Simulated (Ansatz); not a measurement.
## Sr under changes of volume

One of the cells (57.751 Å³/atom); the others are scaled copies at fixed shape and fractional positions:

```
CELL_PARAMETERS angstrom
-2.43500 2.43500 2.43500
2.43500 -2.43500 2.43500
2.43500 2.43500 -2.43500
ATOMIC_POSITIONS crystal
Sr 0.00000 0.00000 0.00000
```

This isn't the form of Sr at room conditions, which is fcc.

```yaml
Program: Ansatz 0.2.0
Functional: PBE
Potentials_or_basis: all-electron LAPW, scalar-relativistic
Cutoff: 80 eV (chosen from the basis error)
Basis_error_allowed: 0.0005 eV/atom
k_mesh: 8 × 8 × 8
Occupations: fermi-dirac, width 0.05 eV
Spin: no spin polarisation
```

```csv
volume (Å³/atom),energy over the lowest point (meV/atom),pressure (GPa)
54.286,0.00,-0.1
55.441,?,?
56.596,4.87,-0.5
57.751,9.59,-0.7
58.906,15.63,-0.9
60.061,22.79,-1.0
61.216,30.94,-1.2
```

Q: What does the run at 55.441 Å³/atom give?

A: Energy over the lowest point 1.60 meV/atom; pressure -0.3 GPa.

Worked out: A Birch-Murnaghan fit of order 3 (a polynomial in V^(-2/3)) to the other rows has its minimum at 53.88 Å³/atom, just outside them, with B0 = V·E''(V) = 12.8 GPa and B' = 5.0. It gives 1.60 meV/atom at 55.441 Å³/atom, against the run's 1.60, and -dE/dV = -0.3 GPa, against -0.3.

Energies are extrapolated to zero smearing.

Caveats: the cell was measured hot, at 901 K.
